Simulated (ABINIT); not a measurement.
Here is an ABINIT 10.8.3 (patched build) calculation.

File run.abi:

```
# Datasets: ground state, then fixed potential
ndtset 2

# Pseudopotentials
pp_dirpath "./"
pseudos "Al.GGA_PBE-JTH.xml, N.GGA_PBE-JTH.xml"

# Structure
acell 5.882717426 5.882717426 9.4127258268
rprim
     1.0000000000     0.0000000000     0.0000000000
    -0.5000000000     0.8660254038     0.0000000000
     0.0000000000     0.0000000000     1.0000000000
ntypat 2
znucl 13 7
natom 4
typat 1 1 2 2
xred
     0.6666666667     0.3333333333     0.5000000000
     0.3333333333     0.6666666667     0.0000000000
     0.6666666667     0.3333333333     0.8800000000
     0.3333333333     0.6666666667     0.3800000000

# Plane-wave basis
ecut 25.0
pawecutdg 47.0

# Exchange and correlation
ixc -144130

# Bands and occupations
occopt 3
tsmear 0.05 eV

# SCF cycle
nstep 100

# Output
iomode 3
prtwf 0
prteig 0
prtebands 0
prtden1 1
prtvha1 1
prtvclmb1 1
prtpot1 1

# Dataset 1
kptopt1 1
ngkpt1 10 10 6
nshiftk1 1
shiftk1 0.0 0.0 0.0
nband1 12
tolvrs1 1.0e-9

# Dataset 2: bands along G-M-K-G-A-L-H-A
iscf2 -2
getden2 1
nband2 16
nbdbuf2 2
tolwfr2 1.0e-12
kptopt2 -7
ndivsm2 5
prteig2 1
prtvol2 -3
kptbounds2
     0.0000000000     0.0000000000     0.0000000000
     0.5000000000     0.0000000000     0.0000000000
     0.3333333333     0.3333333333     0.0000000000
     0.0000000000     0.0000000000     0.0000000000
     0.0000000000     0.0000000000     0.5000000000
     0.5000000000     0.0000000000     0.5000000000
     0.3333333333     0.3333333333     0.5000000000
     0.0000000000     0.0000000000     0.5000000000
```

Potentials or basis: JTH PAW PBE v2.0.

Launch:

```sh
$ abinit run.abi > log 2>&1
```

Problem. What does it give for the largest force?

Solution. 0.116 eV/Å.

Problem. Estimate the band gap on the k mesh.

Solution. 4.38 eV, direct.

Forces in eV/Å, atoms in the order of the input:
```
Al   0.000  0.000 -0.116
Al   0.000  0.000 -0.116
N    0.000  0.000  0.116
N    0.000  0.000  0.116
```

Caveat: the PAW data sets were made with another functional, which shifts forces and pressure a little.

**Measured values to compare with.**

From “Structural and optical properties of self-assembled AlN nanowires grown on SiO2/Si substrates by molecular beam epitaxy”, 2024, arxiv:2402.00216, for a bulk crystal of AlN at 0 K: band gap 6.0343 eV (an exciton energy, a little under the gap).

Against the measured gap of AlN, 6.0343 eV (an exciton energy, a little under the gap; 0 K; quoted in “Structural and optical properties of self-assembled AlN nanowires grown on SiO2/Si substrates by molecular beam epitaxy”, 2024, arxiv:2402.00216), the calculated 4.38 eV is off by -1.65 eV. 2 values of this kind are on record (6.034 to 6.0343 eV); this one was drawn at random. The value is that of rPW86PBE on a finite k mesh, which can miss the band edges, without temperature or zero-point motion.
